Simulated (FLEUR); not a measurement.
## InP: single point with PBEsol

**Measured values to compare with.**

From a printed reference work, data compilation, for a bulk crystal of InP at 1.6 K: band gap 1.4236 eV (direct).

InP:

```
In P
1.0
     0.00000    2.93050    2.93050
     2.93050    0.00000    2.93050
     2.93050    2.93050    0.00000
In P
1 1
Direct
  0.00000 0.00000 0.00000
  0.75000 0.75000 0.75000
```

```yaml
Program: FLEUR MaX-R8.1 (later development tree)
Task: single point
Functional: PBEsol
Potentials_or_basis: all-electron
Basis: FLAPW
Kmax: 5 1/bohr
k_mesh: 8 × 8 × 8
Occupations: fermi-dirac, width 0.05 eV
Spin: no spin polarisation
Gmax: 15.5 1/bohr
Muffin-tin_radii: In 2.35, P 1.96 bohr
lmax: In 10, P 8
lnonsphr: In 10, P 8
Local_orbitals_a_species: In 5, P 4
Max_iterations: 60
Mixing_factor: 0.05
Mixer: Anderson
Mixer_history: 15
Density_convergence: 1e-05 me/bohr^3
```

```yaml
Band_gap_on_the_k_mesh: 0.61 eV, direct
Valence_electrons_inside_the_program's_atomic_spheres: In 18.85; P 8.62 (radii In 2.35, P 1.96 bohr)
```

Levels at points of the mesh, in eV from the valence-band top:
| k point | band 13 | band 14 | band 15 | band 16 | band 17 | band 18 | band 19 | band 20 |
| --- | --- | --- | --- | --- | --- | --- | --- | --- |
| (0.00, 0.00, 0.00) | -11.55 | 0.00 | 0.00 | 0.00 | 0.61 | 4.01 | 4.01 | 4.01 |
| (0.00, 0.00, 0.50) | -9.80 | -5.80 | -0.98 | -0.98 | 1.40 | 4.73 | 4.73 | 6.95 |
| (0.00, 0.50, 0.50) | -9.13 | -5.81 | -2.35 | -2.35 | 1.63 | 2.17 | 9.10 | 9.52 |

Core levels (eV from the Fermi level):
| atom | levels |
| --- | --- |
| 1 In | 1s1/2 -27718.0, 2s1/2 -4145.7, 2p1/2 -3866.4, 2p3/2 -3655.7, 3s1/2 -783.0, 3p1/2 -670.3, 3p3/2 -632.2, 3d3/2 -432.7, 3d5/2 -424.9 |
| 2 P | 1s1/2 -2074.1, 2s1/2 -167.6 |

Wall time 2.6 min on 1 thread of AMD EPYC 7R43 64-Core Processor (Zen 3), with other jobs on the host, peak memory 0.09 GiB.

Against the measured gap of InP, 1.4236 eV (direct; 1.6 K; a printed reference work, data compilation), the calculated 0.61 eV is off by -0.81 eV. Spin-orbit coupling on In is left out. The value is that of PBEsol, without temperature or zero-point motion. Semilocal functionals fall short of measured gaps as a rule.

Caveat: spin-orbit coupling is left out, which moves the levels of the heavy elements.
